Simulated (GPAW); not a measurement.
The system is TiO2.

```
CELL_PARAMETERS angstrom
4.59984 0.00000 0.00000
0.00000 4.59984 0.00000
0.00000 0.00000 2.95921
ATOMIC_POSITIONS crystal
Ti 0.00000 0.00000 0.50000
Ti 0.50000 0.50000 0.00000
O 0.30432 0.30432 0.50000
O 0.69568 0.69568 0.50000
O 0.19568 0.80432 0.00000
O 0.80432 0.19568 0.00000
```

The cell is a database's computed one.

Base run:

| Item | Value |
| --- | --- |
| Program | GPAW 26.7.0 |
| Functional | vdW-DF-cx |
| Potentials or basis | GPAW PAW data sets (gpaw-data 1.2.1) |
| Cutoff | 800 eV |
| Basis | pw |
| k mesh | 4 × 4 × 6 |
| Occupations | fermi-dirac, width 0.05 eV |
| Spin | no spin polarisation |

Its results: band gap on the k mesh 1.85 eV, direct; largest force 0.048 eV/Å.

Q: The run is repeated on the same cell with these changes: functional from vdW-DF-cx to M06-L. What comes out?

A: Band gap on the k mesh 2.14 eV, direct; largest force 0.023 eV/Å.

Caveats: the PAW data sets were made with another functional, which shifts forces and pressure a little.

Not every run made on this cell is shown here.
